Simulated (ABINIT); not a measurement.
Runs of ABINIT 10.8.3 (patched build) on Rb. It takes space group Im-3m (No. 229, cubic). Conventional cell: a = 5.605 Å, b = 5.605 Å, c = 5.605 Å, α = 90.00°, β = 90.00°, γ = 90.00°. 

```tsv
task	level	potentials or basis	cell	cutoff (eV)	smearing	cell freedom (optcell)	optimiser (ionmov)	cutoff smearing ecutsm (Ha)	force stop (Ha/bohr)	fine-grid cutoff	gap on the mesh (eV)	pressure (GPa)	relaxed volume (Å³/atom)
relaxation of cell and atoms	LDA	PseudoDojo NC SR LDA v0.4.1 standard	relaxed	599	fermi-dirac 0.05 eV	2	2	0.5	2e-05	-	none	0.0	77.08
relaxation of cell and atoms	PBEsol	JTH PAW PBE v2.0	relaxed	435	fermi-dirac 0.05 eV	2	2	0.5	2e-05	870.764 eV	none	0.0	(b)
positron lifetime	PBE	JTH PAW PBE v2.0	as given	327	fermi-dirac 0.1 eV	-	-	-	-	653.073 eV	none	0.0	-
relaxation of cell and atoms	PBE	PseudoDojo NC SR PBE v0.4.1 standard	relaxed	626	fermi-dirac 0.05 eV	2	2	0.5	2e-05	-	none	0.0	(a)
positron lifetime	LDA	JTH PAW LDA v2.0	as given	327	cold (ABINIT) 0.1 eV	-	-	-	-	653.073 eV	none	-0.4	-
relaxation of cell and atoms	PBEsol	PseudoDojo NC SR PBEsol v0.4.1 standard	relaxed	626	fermi-dirac 0.05 eV	2	2	0.5	2e-05	-	none	0.0	85.77
```

Alike in all rows: no spin polarisation; k mesh 5 × 5 × 5.

**Question.** Fill in the values left out.

**Answer.** (a) 90.59; (b) 86.10.

Caveats: the PAW basis is incomplete for the positron (some runs); the volume moved by -12 % from the deposited cell, more than functionals usually miss (some runs); the PAW data sets were made with another functional, which shifts forces and pressure a little (some runs).

A k mesh can miss the band edges, and the runs leave out spin-orbit coupling on Rb.

A gap of «none» marks a metal or a gap under the smearing width.

Not every run made on this cell is shown here.
